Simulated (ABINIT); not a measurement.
# PtSe2 (Sudovikovite) (P-3m1) in ABINIT: single point with PBE

Aim: the single point of PtSe2 (Sudovikovite) with PBE.

All numbers are computed with ABINIT 10.8.3 (patched build); they aren't measurements. Logs are shortened: lines on timing, memory, paths and dates and some standing lists are left out, and cuts for length are marked. The log counts tension as positive stress, the text compression.

### Step 1. Starting point

It takes space group P-3m1 (No. 164, trigonal). Conventional cell: a = 3.724 Å, b = 3.724 Å, c = 5.062 Å, α = 90.00°, β = 90.00°, γ = 120.00°. Around Pt (site symmetry -3m) lie 6 Se at 2.49 Å. Se (site symmetry 3m) has 3 Pt at 2.49 Å as nearest neighbours.

### Step 2. Single point, PBE

The input, run.abi:

```
# Pseudopotentials
pp_dirpath "./"
pseudos "Pt.upf, Se.upf"

# Structure
acell 3*1.0
rprim
     7.0373400881     0.0000000000     0.0000000000
    -3.5186700441     6.0945152914     0.0000000000
     0.0000000000     0.0000000000     9.5657936429
ntypat 2
znucl 78 34
natom 3
typat 1 2 2
xred
     0.0000000000     0.0000000000     0.0000000000
     0.6666666667     0.3333333333     0.7500000000
     0.3333333333     0.6666666667     0.2500000000

# Plane-wave basis
ecut 40.0

# k points
kptopt 1
ngkpt 6 6 4
nshiftk 1
shiftk 0.0 0.0 0.0

# Exchange and correlation
ixc 11

# Bands and occupations
nband 30
occopt 3
tsmear 0.00183747

# SCF cycle
nstep 100
tolvrs 1.0e-10

# Output
iomode 3
prtwf 0
prtden 0
prteig 0
prtebands 0
```

Potentials or basis: PseudoDojo NC SR PBE v0.4.1 standard.

Run with:

```
$ mpirun --bind-to none -np 4 abinit run.abi > log 2>&1
```

run.abo:

```text
.Version 10.8.3 of ABINIT
 Symmetries : space group P-3 m 1 (#164); Bravais hP (primitive hexag.)
================================================================================
 Values of the parameters that define the memory need of the present run
     intxc =       0    ionmov =       0      iscf =       7    lmnmax =       8
     lnmax =       8     mgfft =      60  mpssoang =       4    mqgrid =    3001
     natom =       3  nloc_mem =       1    nspden =       1   nspinor =       1
    nsppol =       1      nsym =      12    n1xccc =    2501    ntypat =       2
    occopt =       3   xclevel =       2
       mpw =        4992          nfft =      121500          nkpt =          24
================================================================================
================================================================================

--------------------------------------------------------------------------------
------------- Echo of variables that govern the present computation ------------
--------------------------------------------------------------------------------
 -outvars: echo values of preprocessed input variables --------
            acell      1.0000000000E+00  1.0000000000E+00  1.0000000000E+00 Bohr
              amu      1.95080000E+02  7.89600000E+01
             ecut      4.00000000E+01 Hartree
              ixc          11
         kptrlatt        6    0    0      0    6    0      0    0    4
          kptrlen      3.82631746E+01
            natom           3
            nband          30
            ngfft          45      45      60
             nkpt          24
            nstep         100
             nsym          12
           ntypat           2
           occopt           3
           prtden           0
        prtebands           0
           prteig           0
            prtwf           0
            rprim      7.0373400881E+00  0.0000000000E+00  0.0000000000E+00
                      -3.5186700441E+00  6.0945152914E+00  0.0000000000E+00
                       0.0000000000E+00  0.0000000000E+00  9.5657936429E+00
          spgroup         164
           tolvrs      1.00000000E-10
           tsmear      1.83747000E-03 Hartree
            typat      1  2  2
           xangst      0.0000000000E+00  0.0000000000E+00  0.0000000000E+00
                       1.8619999987E+00  1.0750262005E+00  3.7964999974E+00
                      -1.7639288942E-11  2.1500524010E+00  1.2654999991E+00
            xcart      0.0000000000E+00  0.0000000000E+00  0.0000000000E+00
                       3.5186700440E+00  2.0315050971E+00  7.1743452322E+00
                      -3.3333425155E-11  4.0630101943E+00  2.3914484107E+00
             xred      0.0000000000E+00  0.0000000000E+00  0.0000000000E+00
                       6.6666666667E-01  3.3333333333E-01  7.5000000000E-01
                       3.3333333333E-01  6.6666666667E-01  2.5000000000E-01
            znucl       78.00000   34.00000

[... 120 lines left out ...]

 cartesian coordinates (angstrom) at end:
    1      0.00000000000000     0.00000000000000     0.00000000000000
    2      1.86199999872629     1.07502620050694     3.79649999744201
    3     -0.00000000001764     2.15005240101387     1.26549999914734

 cartesian forces (hartree/bohr) at end:
    1      0.00000000000000     0.00000000000000    -0.00000000000000
    2     -0.00000000000000    -0.00000000000000    -0.01117711630593
    3      0.00000000000000     0.00000000000000     0.01117711630593
 frms,max,avg= 5.2689432E-03 1.1177116E-02   0.000E+00  0.000E+00  0.000E+00 h/b

 cartesian forces (eV/Angstrom) at end:
    1      0.00000000000000     0.00000000000000    -0.00000000000000
    2     -0.00000000000000    -0.00000000000000    -0.57475042926398
    3      0.00000000000000     0.00000000000000     0.57475042926398
 frms,max,avg= 2.7093995E-01 5.7475043E-01   0.000E+00  0.000E+00  0.000E+00 e/A
 length scales=  1.000000000000  1.000000000000  1.000000000000 bohr
              =  0.529177210544  0.529177210544  0.529177210544 angstroms
 Fermi (or HOMO) energy (hartree) =   0.29878   Average Vxc (hartree)=  -0.42161
 Eigenvalues (hartree) for nkpt=  24  k points:
 kpt#   1, nband= 30, wtk=  0.00694, kpt=  0.0000  0.0000  0.0000 (reduced coord)
  -3.36406   -1.68003   -1.68003   -1.67667   -1.48819   -1.48819   -1.48812   -1.48812
  -1.48731   -1.48731   -1.48712   -1.48712   -1.48690   -1.48689   -0.27918   -0.17545
   0.03418    0.06030    0.06030    0.15107    0.15107    0.20388    0.25905    0.25905
   0.31346    0.35223    0.35223    0.43135    0.45315    0.56709
      occupation numbers for kpt#   1
   2.00000    2.00000    2.00000    2.00000    2.00000    2.00000    2.00000    2.00000
   2.00000    2.00000    2.00000    2.00000    2.00000    2.00000    2.00000    2.00000
   2.00000    2.00000    2.00000    2.00000    2.00000    2.00000    2.00000    2.00000
   0.00068    0.00000    0.00000    0.00000    0.00000    0.00000
 prteigrs : prtvol=0 or 1, do not print more k-points.

--- !EnergyTerms
iteration_state     : {dtset: 1, }
comment             : Components of total free energy in Hartree
kinetic             :  1.94226617382997E+02
hartree             :  9.86395931579472E+01
xc                  : -7.22341496111736E+01
Ewald energy        : -2.18950086178412E+02
psp_core            :  1.04329974226695E+01
local_psp           : -2.86938059158597E+02
non_local_psp       : -9.82805902757377E+01
internal            : -3.73103677260307E+02
'-kT*entropy'       : -2.68725597748742E-04
total_energy        : -3.73103945985905E+02
total_energy_eV     : -1.01526755841221E+04
band_energy         : -4.48129108742463E+01
...

 Cartesian components of stress tensor (hartree/bohr^3)
  sigma(1 1)= -2.60821136E-04  sigma(3 2)=  0.00000000E+00
  sigma(2 2)= -2.60821136E-04  sigma(3 1)=  0.00000000E+00
  sigma(3 3)= -1.92090314E-04  sigma(2 1)=  2.06484395E-13

-Cartesian components of stress tensor (GPa)         [Pressure=  6.9996E+00 GPa]
- sigma(1 1)= -7.67362275E+00  sigma(3 2)=  0.00000000E+00
- sigma(2 2)= -7.67362276E+00  sigma(3 1)=  0.00000000E+00
- sigma(3 3)= -5.65149217E+00  sigma(2 1)=  6.07498063E-09

== END DATASET(S) ==============================================================
================================================================================

 -outvars: echo values of variables after computation  --------
            acell      1.0000000000E+00  1.0000000000E+00  1.0000000000E+00 Bohr
           etotal     -3.7310394599E+02
            fcart      1.0203268809E-28  2.9454299967E-28 -0.0000000000E+00
                      -9.6931053683E-28 -5.0072309944E-28 -1.1177116306E-02
                       8.6727784874E-28  2.0618009977E-28  1.1177116306E-02
            rprim      7.0373400881E+00  0.0000000000E+00  0.0000000000E+00
                      -3.5186700441E+00  6.0945152914E+00  0.0000000000E+00
                       0.0000000000E+00  0.0000000000E+00  9.5657936429E+00
           strten     -2.6082113596E-04 -2.6082113625E-04 -1.9209031449E-04
                       0.0000000000E+00  0.0000000000E+00  2.0648439473E-13
           xangst      0.0000000000E+00  0.0000000000E+00  0.0000000000E+00
                       1.8619999987E+00  1.0750262005E+00  3.7964999974E+00
                      -1.7639288942E-11  2.1500524010E+00  1.2654999991E+00
             xred      0.0000000000E+00  0.0000000000E+00  0.0000000000E+00
                       6.6666666667E-01  3.3333333333E-01  7.5000000000E-01
                       3.3333333333E-01  6.6666666667E-01  2.5000000000E-01
 Calculation completed.
```

It took 24 s on 4 MPI ranks of AMD EPYC 9R45 (Zen 5), shared host; peak memory 0.4 GiB.

What came out:

```yaml
Free_energy: -10152.6756 eV
Pressure: 7.0 GPa
Largest_force: 0.575 eV/Å
Band_gap_on_the_k_mesh: none (metal or under the smearing width)
Valence_electrons_inside_the_program's_atomic_spheres: Pt 14.50; Se 13.21
```

Forces in eV/Å, atoms in the order of the input:
```
Pt   0.000  0.000  0.000
Se   0.000  0.000 -0.575
Se   0.000  0.000  0.575
```

Spin-orbit coupling is left out, which matters for the levels of Pt.
